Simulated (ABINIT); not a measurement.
MgSi:

```
Si Mg
1.0
     2.90839    0.00000    0.00000
     0.00000    2.90839    0.00000
     0.00000    0.00000    4.10343
Si Mg
1 1
Direct
  0.50000 0.50000 0.50000
  0.00000 0.00000 0.00000
```

The cell comes from a database or a generator and needn't be the stable form of this composition.

* Program: ABINIT 10.8.3 (patched build)
* Task: single point
* Functional: PBEsol
* Potentials or basis: PseudoDojo NC SR PBEsol v0.4.1 standard
* Cutoff: 1143 eV
* k mesh: 9 × 9 × 7
* Occupations: fermi-dirac, width 0.05 eV
* Spin: no spin polarisation

On this cell: pressure -1.4 GPa; largest force under 0.003 eV/Å; band gap on the k mesh none (metal or under the smearing width).

The same run follows on a disturbed copy (atoms moved at random, drawn with an rms of 0.05 Å):

```
Si Mg
1.0
     2.90839    0.00000    0.00000
     0.00000    2.90839    0.00000
     0.00000    0.00000    4.10343
Si Mg
1 1
Direct
  0.50647 0.48044 0.48810
  0.99561 0.00805 0.00308
```

Q: What changes?

A: The energy (extrapolated to zero smearing) moves by +6.7 meV/atom; pressure -1.2 GPa; largest force 0.276 eV/Å; band gap on the k mesh none (metal or under the smearing width).

Forces on the atoms (eV/Å):
```
Si  -0.057  0.141  0.230
Mg   0.057 -0.141 -0.230
```

Stress tensor (GPa, compression positive):
```
 0.82 -0.07 -0.11
-0.07  0.78  0.27
-0.11  0.27 -5.25
```
